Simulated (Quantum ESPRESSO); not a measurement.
# BAs (Pm-3m) in Quantum ESPRESSO: further runs, part 3 of 3

Quantum ESPRESSO 7.5.

### 4 Band structure, optB88-vdW

Contents of pw.in:

```
&CONTROL
  calculation = 'scf'
  prefix = 'pwscf'
  outdir = './tmp'
  pseudo_dir = './pseudo'
  tprnfor = .true.
  tstress = .true.
  disk_io = 'low'
/
&SYSTEM
  ibrav = 0
  nat = 2
  ntyp = 2
  ecutwfc = 70
  nbnd = 9
  input_dft = 'vdw-df-obk8'
  occupations = 'smearing'
  smearing = 'fd'
  degauss = 0.00367493
/
&ELECTRONS
  conv_thr = 4d-10
  electron_maxstep = 120
  mixing_beta = 0.5
/
ATOMIC_SPECIES
B     10.8100 B_ONCV_PBE-1.2.upf
As    74.9216 As_ONCV_PBE-1.2.upf
CELL_PARAMETERS bohr
   6.1149024813    0.0000000000    0.0000000000
   0.0000000000    6.1149024813    0.0000000000
   0.0000000000    0.0000000000    6.1149024813
ATOMIC_POSITIONS bohr
B      0.0000000000    0.0000000000    0.0000000000
As     3.0574512407    3.0574512407    3.0574512407
K_POINTS automatic
8 8 8 0 0 0
```

Contents of bands.in:

```
&CONTROL
  calculation = 'bands'
  prefix = 'pwscf'
  outdir = './tmp'
  pseudo_dir = './pseudo'
  disk_io = 'low'
  verbosity = 'high'
/
&SYSTEM
  ibrav = 0
  nat = 2
  ntyp = 2
  ecutwfc = 70
  nbnd = 9
  input_dft = 'vdw-df-obk8'
  occupations = 'smearing'
  smearing = 'fd'
  degauss = 0.00367493
/
&ELECTRONS
  conv_thr = 1d-08
  electron_maxstep = 120
  mixing_beta = 0.5
  diago_full_acc = .true.
/
ATOMIC_SPECIES
B     10.8100 B_ONCV_PBE-1.2.upf
As    74.9216 As_ONCV_PBE-1.2.upf
CELL_PARAMETERS bohr
   6.1149024813    0.0000000000    0.0000000000
   0.0000000000    6.1149024813    0.0000000000
   0.0000000000    0.0000000000    6.1149024813
ATOMIC_POSITIONS bohr
B      0.0000000000    0.0000000000    0.0000000000
As     3.0574512407    3.0574512407    3.0574512407
K_POINTS crystal
60
 0.0000000000  0.0000000000  0.0000000000 1
 0.0000000000  0.0714285714  0.0000000000 1
 0.0000000000  0.1428571429  0.0000000000 1
 0.0000000000  0.2142857143  0.0000000000 1
 0.0000000000  0.2857142857  0.0000000000 1
 0.0000000000  0.3571428571  0.0000000000 1
 0.0000000000  0.4285714286  0.0000000000 1
 0.0000000000  0.5000000000  0.0000000000 1
 0.0714285714  0.5000000000  0.0000000000 1
 0.1428571429  0.5000000000  0.0000000000 1
 0.2142857143  0.5000000000  0.0000000000 1
 0.2857142857  0.5000000000  0.0000000000 1
 0.3571428571  0.5000000000  0.0000000000 1
 0.4285714286  0.5000000000  0.0000000000 1
 0.5000000000  0.5000000000  0.0000000000 1
 0.4545454545  0.4545454545  0.0000000000 1
 0.4090909091  0.4090909091  0.0000000000 1
 0.3636363636  0.3636363636  0.0000000000 1
 0.3181818182  0.3181818182  0.0000000000 1
 0.2727272727  0.2727272727  0.0000000000 1
 0.2272727273  0.2272727273  0.0000000000 1
 0.1818181818  0.1818181818  0.0000000000 1
 0.1363636364  0.1363636364  0.0000000000 1
 0.0909090909  0.0909090909  0.0000000000 1
 0.0454545455  0.0454545455  0.0000000000 1
 0.0000000000  0.0000000000  0.0000000000 1
 0.0357142857  0.0357142857  0.0357142857 1
 0.0714285714  0.0714285714  0.0714285714 1
 0.1071428571  0.1071428571  0.1071428571 1
 0.1428571429  0.1428571429  0.1428571429 1
 0.1785714286  0.1785714286  0.1785714286 1
 0.2142857143  0.2142857143  0.2142857143 1
 0.2500000000  0.2500000000  0.2500000000 1
 0.2857142857  0.2857142857  0.2857142857 1
 0.3214285714  0.3214285714  0.3214285714 1
 0.3571428571  0.3571428571  0.3571428571 1
 0.3928571429  0.3928571429  0.3928571429 1
 0.4285714286  0.4285714286  0.4285714286 1
 0.4642857143  0.4642857143  0.4642857143 1
 0.5000000000  0.5000000000  0.5000000000 1
 0.4545454545  0.5000000000  0.4545454545 1
 0.4090909091  0.5000000000  0.4090909091 1
 0.3636363636  0.5000000000  0.3636363636 1
 0.3181818182  0.5000000000  0.3181818182 1
 0.2727272727  0.5000000000  0.2727272727 1
 0.2272727273  0.5000000000  0.2272727273 1
 0.1818181818  0.5000000000  0.1818181818 1
 0.1363636364  0.5000000000  0.1363636364 1
 0.0909090909  0.5000000000  0.0909090909 1
 0.0454545455  0.5000000000  0.0454545455 1
 0.0000000000  0.5000000000  0.0000000000 1
 0.5000000000  0.5000000000  0.0000000000 1
 0.5000000000  0.5000000000  0.0625000000 1
 0.5000000000  0.5000000000  0.1250000000 1
 0.5000000000  0.5000000000  0.1875000000 1
 0.5000000000  0.5000000000  0.2500000000 1
 0.5000000000  0.5000000000  0.3125000000 1
 0.5000000000  0.5000000000  0.3750000000 1
 0.5000000000  0.5000000000  0.4375000000 1
 0.5000000000  0.5000000000  0.5000000000 1
```

Potentials or basis: SG15 PBE 1.2.

The run is started by

```sh
> OMP_NUM_THREADS=1 pw.x -in pw.in > pw.out
> OMP_NUM_THREADS=1 pw.x -in bands.in > bands.out
```

pw.out:

```text
This program is part of the open-source Quantum ESPRESSO suite
     for quantum simulation of materials; please cite
         "P. Giannozzi et al., J. Phys.:Condens. Matter 21 395502 (2009);
         "P. Giannozzi et al., J. Phys.:Condens. Matter 29 465901 (2017);
         "P. Giannozzi et al., J. Chem. Phys. 152 154105 (2020);
     in publications or presentations arising from this work. More details at

     IMPORTANT: XC functional enforced from input :
     Exchange-correlation= VDW-DF-OBK8
                           (   1   4  23   0   1   0   0)
     Any further DFT definition will be discarded
     Please, verify this is what you really want

     Message from routine setup:
     using ibrav=0 with symmetry is DISCOURAGED, use correct ibrav instead

     G-vector sticks info
     --------------------
     sticks:   dense  smooth     PW     G-vecs:    dense   smooth      PW
     Sum         845     845    253                18037    18037    3071

     Using Slab Decomposition

     bravais-lattice index     =            0
     lattice parameter (alat)  =       6.1149  a.u.
     unit-cell volume          =     228.6486 (a.u.)^3
     number of atoms/cell      =            2
     number of atomic types    =            2
     number of electrons       =         8.00
     number of Kohn-Sham states=            9
     kinetic-energy cutoff     =      70.0000  Ry
     charge density cutoff     =     280.0000  Ry
     scf convergence threshold =      4.0E-10
     mixing beta               =       0.5000
[... 125 lines left out ...]
     %                                                                      %
     %%%%%%%%%%%%%%%%%%%%%%%%%%%%%%%%%%%%%%%%%%%%%%%%%%%%%%%%%%%%%%%%%%%%%%%%

     Starting wfcs are random

     Self-consistent Calculation

     iteration #  1     ecut=    70.00 Ry     beta= 0.50
     Davidson diagonalization with overlap
     ethr =  1.00E-02,  avg # of iterations =  8.0

     Threshold (ethr) on eigenvalues was too large:
     Diagonalizing with lowered threshold

     Davidson diagonalization with overlap
     ethr =  2.21E-04,  avg # of iterations =  3.4

     total energy              =     -18.16338129 Ry
     estimated scf accuracy    <       0.01793225 Ry
[... 43 lines left out ...]
     iteration #  8     ecut=    70.00 Ry     beta= 0.50
     Davidson diagonalization with overlap
     ethr =  1.29E-11,  avg # of iterations =  1.1

     End of self-consistent calculation

          k = 0.0000 0.0000 0.0000 (  2301 PWs)   bands (ev):

    -7.0718   3.7276   5.6097   5.6097   5.6097  12.4191  12.4191  12.6992
    12.6992
[... 163 lines left out ...]
    -2.4312   2.5215   3.1096   3.1096   4.6539   6.0598   6.6038   6.6038
    21.5631

          k =-0.5000-0.5000-0.5000 (  2272 PWs)   bands (ev):

    -2.1710   2.9550   4.0087   4.0087   4.0087   5.3579   5.3579   5.3579
    22.1784

     the Fermi energy is     6.1567 ev

!    total energy              =     -18.16877466 Ry
     estimated scf accuracy    <          1.6E-11 Ry
     smearing contrib. (-TS)   =      -0.00057473 Ry
     internal energy E=F+TS    =     -18.16819993 Ry

     The total energy is F=E-TS. E is the sum of the following terms:
     one-electron contribution =       6.01478710 Ry
     hartree contribution      =       0.49512926 Ry
     xc contribution           =      -4.96787663 Ry
     ewald contribution        =     -19.71023966 Ry

     convergence has been achieved in   8 iterations

     Forces acting on atoms (cartesian axes, Ry/au):

     atom    1 type  1   force =     0.00000000    0.00000000    0.00000000
     atom    2 type  2   force =     0.00000000    0.00000000    0.00000000

     Total force =     0.000000     Total SCF correction =     0.000000

     Computing stress (Cartesian axis) and pressure

          total   stress  (Ry/bohr**3)                   (kbar)     P=     -112.54
  -0.00076501   0.00000000   0.00000000         -112.54        0.00        0.00
   0.00000000  -0.00076501   0.00000000            0.00     -112.54        0.00
   0.00000000   0.00000000  -0.00076501            0.00        0.00     -112.54

=------------------------------------------------------------------------------=
   JOB DONE.
=------------------------------------------------------------------------------=
```

Run time: 2.2 min. Hardware: 1 thread of Intel Xeon 6975P-C (Granite Rapids), shared host; peak memory 0.09 GiB.

What came out:

```yaml
Free_energy: -247.1988 eV
Pressure: -11.3 GPa
Band_gap_on_the_k_mesh: none (metal or under the smearing width)
```

Levels at the corners of the path, in eV from the Fermi level:
| point | band 1 | band 2 | band 3 | band 4 | band 5 | band 6 | band 7 | band 8 |
| --- | --- | --- | --- | --- | --- | --- | --- | --- |
| Γ | -13.23 | -2.43 | -0.55 | -0.55 | -0.55 | 6.26 | 6.26 | 6.54 |
| X | -11.29 | -7.94 | 1.97 | 2.15 | 2.15 | 2.40 | 2.55 | 2.55 |
| M | -9.66 | -4.89 | -4.86 | -4.86 | 3.21 | 3.40 | 5.44 | 5.44 |
| Γ | -13.23 | -2.43 | -0.55 | -0.55 | -0.55 | 6.26 | 6.26 | 6.54 |
| R | -8.33 | -3.20 | -2.15 | -2.15 | -2.15 | -0.80 | -0.80 | -0.80 |
| X | -11.29 | -7.94 | 1.97 | 2.15 | 2.15 | 2.40 | 2.55 | 2.55 |
| M | -9.66 | -4.89 | -4.86 | -4.86 | 3.21 | 3.40 | 5.44 | 5.44 |
| R | -8.33 | -3.20 | -2.15 | -2.15 | -2.15 | -0.80 | -0.80 | -0.80 |

Caveat: the potentials were made for another functional, which shifts forces and pressure.

### 5 The runs side by side

```csv
level,gap on the mesh (eV),pressure (GPa)
vdW-DF-cx,none,-14.8
WC,none,-16.2
optB88-vdW,none,-11.3
```

Alike in all rows: task band structure; potentials or basis SG15 PBE 1.2; no spin polarisation; cell as given; k mesh 8 × 8 × 8; cutoff (eV) 952; smearing fermi-dirac 0.05 eV.

Every run on the cell as given and a fine mesh finds a metal. The pressure there spans -16.2 GPa (WC) to -11.3 GPa (optB88-vdW); a positive pressure means that this level wants a larger cell, a negative one a smaller.

Caveats: the potentials were made for another functional, which shifts forces and pressure.

Total energies depend on the potentials used, so only differences within one code and one set of settings carry meaning.
